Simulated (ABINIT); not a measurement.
## CaO (Lime): changed settings of a GW run in ABINIT

A base run on CaO (Lime), then changed inputs.

Calculated with ABINIT 10.8.3; PBE and many-body steps on it, plane waves.

This is a report of a sequence of runs, with most program output left out.

**1. The starting structure**

It takes space group Fm-3m (No. 225, cubic). Conventional cell: a = 4.813 Å, b = 4.813 Å, c = 4.813 Å, α = 90.00°, β = 90.00°, γ = 90.00°. Ca has 6 O at 2.41 Å nearest. Nearest to O lie 6 Ca at 2.41 Å. Farther neighbours and most contacts between anions are not listed.

The cell and positions come from the Crystallography Open Database and are kept as given unless a step says otherwise.

**2. Screening, 6×6×6 mesh, 112 bands, screening to 217.7 eV**

This step: ABINIT 10.8.3; RPA screening on PBE, plane waves, norm-conserving pseudopotentials.

The RPA dielectric matrix is built and inverted for each q.

run.abi reads:

```
acell 3*1.0 Angstrom
rprim 
  -0.000000000000 2.406500000000 2.406500000000
  2.406500000000 -0.000000000000 2.406500000000
  2.406500000000 2.406500000000 -0.000000000000
ntypat 2
znucl 20 8
natom 2
typat 1 2
xred 
  0.000000000000 0.000000000000 0.000000000000
  0.500000000000 0.500000000000 0.500000000000
pp_dirpath "pseudos"
pseudos "Ca.upf, O.upf"
ecut 36
ngkpt 6 6 6
nshiftk 1
shiftk 0 0 0
kptopt 1
chksymbreak 0
istwfk *1
occopt 1
irdwfk 1
optdriver 3
nband 112
ecuteps 8
inclvkb 2
awtr 1
symchi 1
indata_prefix "in"
outdata_prefix "out"
tmpdata_prefix "tmp"
```

Started as:

```
$ OMP_NUM_THREADS=1 mpirun -n 8 abinit run.abi > log
```

Elapsed: 31 s, on 8 MPI ranks of Arm Neoverse V2, shared host; peak memory 1.4 GiB.

This step gave:

```
ε∞ with local fields, on this mesh, along the program's q direction : 3.569
the same without local fields                                       : 3.923
plasma frequency                                                    : 28.13 eV
plane waves in the screening matrix                                 : 181
```

Local fields lower ε∞ by 9 %.

**3. Base**

The self-energy is evaluated for the states that the input lists, and the levels follow from it, in one-shot runs by the linearised quasiparticle equation.

This step: G0W0 on PBE, plane waves, norm-conserving pseudopotentials.

Changes to run.abi since step 2:

```diff
@@ -23,8 +23,17 @@
 irdwfk 1
-optdriver 3
+optdriver 4
 nband 112
+gwcalctyp 0
+ecutsigx 36
+symsigma 1
+nkptgw 2
+kptgw 
+  0.0000000000 0.0000000000 0.0000000000
+  0.5000000000 0.5000000000 0.0000000000
+bdgw 
+  6 12
+  7 10
 ecuteps 8
-inclvkb 2
-awtr 1
-symchi 1
+irdscr 1
+ppmodel 1
 indata_prefix "in"
```

Elapsed: 6.5 s, on 8 MPI ranks; peak memory 1.5 GiB; 51 s of CPU time.

This step gave:

```
G0W0 gap on the points computed              : 5.789 eV
starting gap on the mesh                     : 3.662 eV
k of the valence top                         : 0, 0, 0
k of the conduction bottom                   : 0.5, 0.5, 0
Z at the valence top                         : 0.78
Z at the conduction bottom                   : 0.851
least direct G0W0 gap on the computed points : 6.185 eV
```

The gap on the mesh goes from 3.66 eV to 5.79 eV, a correction of +2.13 eV.

**4. Fewer bands in the self-energy**

Changes to run.abi since step 3:

```diff
@@ -24,3 +24,3 @@
 optdriver 4
-nband 112
+nband 28
 gwcalctyp 0
```

Elapsed: 3.4 s, on 8 MPI ranks; peak memory 1.1 GiB; 26 s of CPU time.

Numbers from this step:

```
G0W0 gap on the points computed              : 5.58 eV
starting gap on the mesh                     : 3.662 eV
k of the valence top                         : 0, 0, 0
k of the conduction bottom                   : 0.5, 0.5, 0
Z at the valence top                         : 0.785
Z at the conduction bottom                   : 0.854
least direct G0W0 gap on the computed points : 5.869 eV
```

**5. No symmetry in the self-energy**

Changes to run.abi since step 4:

```diff
@@ -24,6 +24,6 @@
 optdriver 4
-nband 28
+nband 112
 gwcalctyp 0
 ecutsigx 36
-symsigma 1
+symsigma 0
 nkptgw 2
```

The job ended after 48 s (8 MPI ranks; peak memory 1.5 GiB; 6.3 min of CPU time).

Numbers from this step:

```yaml
g0w0_gap_on_the_points_computed: 5.789 eV
starting_gap_on_the_mesh: 3.662 eV
k_of_the_valence_top: 0, 0, 0
k_of_the_conduction_bottom: 0.5, 0.5, 0
least_direct_g0w0_gap_on_the_computed_points: 6.185 eV
```

Against G0W0 in ABINIT (6×6×6 mesh, 112 bands, screening to 217.7 eV, Godby-Needs plasmon pole), the gap moves by +0.000 eV.

**6. Smaller part of the screening matrix**

Changes to run.abi since step 5:

```diff
@@ -27,3 +27,3 @@
 ecutsigx 36
-symsigma 0
+symsigma 1
 nkptgw 2
@@ -35,3 +35,3 @@
   7 10
-ecuteps 8
+ecuteps 2
 irdscr 1
```

The job ended after 2.8 s (8 MPI ranks; peak memory 0.16 GiB; 22 s of CPU time).

This step gave:

```
G0W0 gap on the points computed              : 5.87 eV
starting gap on the mesh                     : 3.662 eV
k of the valence top                         : 0, 0, 0
k of the conduction bottom                   : 0.5, 0.5, 0
Z at the valence top                         : 0.805
Z at the conduction bottom                   : 0.855
least direct G0W0 gap on the computed points : 6.081 eV
```

**7. Broadening of the poles**

Changes to run.abi since step 6:

```diff
@@ -35,5 +35,6 @@
   7 10
-ecuteps 2
+ecuteps 8
 irdscr 1
 ppmodel 1
+zcut 0.01 eV
 indata_prefix "in"
```

Run time: 6.5 s. Hardware: 8 MPI ranks; peak memory 1.5 GiB; 51 s of CPU time.

Numbers from this step:

| Property | Result |
| --- | --- |
| G0W0 gap on the points computed | 5.789 eV |
| starting gap on the mesh | 3.662 eV |
| k of the valence top | 0, 0, 0 |
| k of the conduction bottom | 0.5, 0.5, 0 |
| least direct G0W0 gap on the computed points | 6.185 eV |

Against G0W0 in ABINIT (6×6×6 mesh, 112 bands, screening to 217.7 eV, Godby-Needs plasmon pole), the gap moves by +0.000 eV.

**8. Scissors in G**

Changes to run.abi since step 7:

```diff
@@ -38,3 +38,3 @@
 ppmodel 1
-zcut 0.01 eV
+mbpt_sciss 0.5 eV
 indata_prefix "in"
```

Elapsed: 6.5 s, on 8 MPI ranks; peak memory 1.5 GiB.

Numbers from this step:

```
G0W0 gap on the points computed              : 5.84 eV
starting gap on the mesh                     : 3.662 eV
k of the valence top                         : 0, 0, 0
k of the conduction bottom                   : 0.5, 0.5, 0
Z at the valence top                         : 0.781
Z at the conduction bottom                   : 0.851
least direct G0W0 gap on the computed points : 6.236 eV
```

**9. A keyword of another program**

Changes to run.abi since step 8:

```diff
@@ -38,3 +38,3 @@
 ppmodel 1
-mbpt_sciss 0.5 eV
+ENCUTGW 100
 indata_prefix "in"
```

It took 0.67 s on 8 MPI ranks; peak memory 0.05 GiB.

The run stopped with an error after 0.67 s.

The program's words: Found token: `ENCUTGW` in the input file. This name is not one of the registered input variable names (see Action: check your input file. Perhaps you mistyped the input variable, or specified "img", although this was not permitted for this input variable.

The fault put into this input: a keyword of another program.

**10. Exchange cutoff of one hartree**

Changes to run.abi since step 9:

```diff
@@ -26,3 +26,3 @@
 gwcalctyp 0
-ecutsigx 36
+ecutsigx 1
 symsigma 1
@@ -38,3 +38,2 @@
 ppmodel 1
-ENCUTGW 100
 indata_prefix "in"
```

Run time: 2.5 s. Hardware: 8 MPI ranks; peak memory 0.15 GiB; 19 s of CPU time.

The run ended normally, though the input holds a fault or crude settings.

The fault put into this input: exchange cutoff of one hartree. It printed a gap of 2.89 eV, an artefact of the input.

**11. Side by side**

Times are wall times on 8 MPI ranks of Arm Neoverse V2, shared host, good to a factor of about two. A run's time includes the screening step that it read.

```
                                 run   mesh  bands  screening cutoff (eV)  DFT gap (eV)  gap on the mesh (eV)  direct (eV)  ε∞ used  time
                                base  6×6×6    112                  217.7         3.662                 5.789        6.185     3.57  38 s
      fewer bands in the self-energy  6×6×6     28                  217.7         3.662                 5.580        5.869     3.57  35 s
      no symmetry in the self-energy  6×6×6    112                  217.7         3.662                 5.789        6.185     3.57  79 s
smaller part of the screening matrix  6×6×6    112                   54.4         3.662                 5.870        6.081     3.57  34 s
             broadening of the poles  6×6×6    112                  217.7         3.662                 5.789        6.185     3.57  38 s
                       scissors in G  6×6×6    112                  217.7         3.662                 5.840        6.236     3.57  38 s
```

**12. Results**

```
base                                 : 5.789 eV
fewer bands in the self-energy       : 5.580 eV
no symmetry in the self-energy       : 5.789 eV
smaller part of the screening matrix : 5.870 eV
broadening of the poles              : 5.789 eV
scissors in G                        : 5.840 eV
known limits                         : not at the basis limit
```

Fewer bands in the self-energy: −0.209 eV against base (keys changed: nband). No symmetry in the self-energy: no change against base (keys changed: symsigma). Smaller part of the screening matrix: +0.081 eV against base (keys changed: ecuteps). Broadening of the poles: no change against base (keys changed: zcut). Scissors in G: +0.051 eV against base (keys changed: mbpt_sciss). Bands and cutoff are finite, so the gap is not at the basis limit. The miss can reach some tenths of an eV and take either sign; the mesh is an error of its own. In the G0W0 runs levels were corrected at 2 k points alone, so a gap called «on the mesh» is the least over those, and an edge elsewhere would be missed.

[Paths, hosts, dates, memory and timing lines, banners, echoed tables and standing remarks are left out of the program output.]

[Logs are printed without paths, hosts, clocks, repeated set-up lines and the standing remarks that a program may print on its own settings, such as how far it seeks lower states.]

[Runs of the session that timed out or met a known fault of the program may be left out.]

[Hosts, paths, dates, database ids (printed as entryN), source tags and the programs' standing remarks are cut or masked in the printed files.]

[G0W0 gaps are taken among the corrected bands and points alone; a level outside them can change the order at an edge.]

[Where Ansatz stands beside ABINIT at settings called matched, ABINIT's density can come from a denser mesh and the files from another edition; pairs whose starting gaps differed by over 0.03 eV were left out, so agreement reads better than it is.]
